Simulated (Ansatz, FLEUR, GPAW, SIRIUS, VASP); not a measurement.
## One calculation of AlN, 6 ways

```
Al N
1.0
     0.00000    2.18399    2.18399
     2.18399    0.00000    2.18399
     2.18399    2.18399    0.00000
Al N
1 1
Cartesian
  0.0000 0.0000 0.0000
  1.0920 1.0920 1.0920
```

Measurements of this composition are mostly on another form, of space group No. 186.

Alike in all runs: task equation of state; functional PBEsol; k mesh 10 × 10 × 10; occupations fermi-dirac, width 0.05 eV; no spin polarisation; no spin-orbit coupling.

```tsv
program and potentials	plane-wave cutoff (eV)	notes	equilibrium volume (Å³/atom)	bulk modulus (GPa)
Ansatz, Ansatz PAW	420	potentials made for PBE, which Ansatz adapts in part	10.49	200.5
FLEUR, all-electron, FLAPW	-	-	10.48	200.2
Ansatz, all-electron LAPW, scalar-relativistic	-	-	10.48	200.3
SIRIUS, PseudoDojo 0.4.1 PBEsol standard (scalar relativistic)	1152	-	10.48	200.8
GPAW, PAW data sets generated for this functional	800	-	10.56	200.3
VASP, PBE PAW files Al, N, 520 eV	520	potentials made for PBE	10.49	201.6
```

The equilibrium volume spans 10.48 (Ansatz, all-electron LAPW, scalar-relativistic) to 10.56 Å³/atom (GPAW, PAW data sets generated for this functional), with all-electron results at 10.48. The bulk modulus spans 200.2 (FLEUR, all-electron, FLAPW) to 201.6 GPa (VASP, PBE PAW files Al, N, 520 eV), with all-electron results at 200.2 to 200.3.

The functional is the same throughout but for its coding, so the spread measures potentials, basis and numerics; runs on potential files found faulty are left out.
